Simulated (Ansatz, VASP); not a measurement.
# BiTe in VASP and in Ansatz

INCAR

```
SYSTEM = BiTe
ALGO = Normal
EDIFF = 1E-6
ENCUT = 520
GGA = CA
ISIF = 2
ISMEAR = -1
LASPH = .TRUE.
LCHARG = .FALSE.
LREAL = .FALSE.
LWAVE = .FALSE.
NBANDS = 18
NELM = 80
PREC = Accurate
SIGMA = 0.05
```

File KPOINTS:

```
k-points
0
G
  7 7 7
  0 0 0
```

File POSCAR:

```
BiTe
1.0
    0.0000000000      3.1689610617      3.1689610617
    3.1689610617      0.0000000000      3.1689610617
    3.1689610617      3.1689610617      0.0000000000
Bi Te
1 1
Direct
    0.0000000000      0.0000000000      0.0000000000
    0.5000000000      0.5000000000      0.5000000000
```

The input input.yaml:

```yaml
crystal:
  lattice:
    - [0.0, 3.1689610617, 3.1689610617]
    - [3.1689610617, 0.0, 3.1689610617]
    - [3.1689610617, 3.1689610617, 0.0]
  atoms:
    - { symbol: Bi, position: [0.0, 0.0, 0.0] }
    - { symbol: Te, position: [0.5, 0.5, 0.5] }
hamiltonian:
  xc: lda
  pseudopotentials: { kind: paw }
kpoints:
  mp_grid: { grid: [7, 7, 7] }
scf:
  occupations: { method: fermi_dirac, width: 0.05 }
output:
  forces: true
  stress: true
  eigenvalues: true
  write_density: true
  write_potential: true
  elf: true
  volumetric_format: npy
```

Alike in both runs: task single point; functional LDA; k mesh 7 × 7 × 7; occupations fermi-dirac, width 0.05 eV; no spin polarisation.

```csv
,VASP,Ansatz
version,VASP 6.6.1,Ansatz 0.2.0
potentials or method,"VASP PAW LDA potentials, release 64 (Bi_d, Te)",Ansatz PAW
plane-wave cutoff (eV),520,420
valence electrons in the cell,21,31
```

```csv
,VASP,Ansatz,Ansatz less VASP
gap on the k mesh at the Fermi level (eV),none,none,-
pressure (GPa),0.6,0.5,-0.08
```

A gap of «none» marks a metal or a gap that the smearing closes. The two sets of potentials don't hold the same shells in valence.

Caveats: spin-orbit coupling is left out, which moves the levels of the heavy elements; the PAW data sets come from PBE, with cores solved anew for the run's functional, which leaves a small shift of forces and pressure (Ansatz).
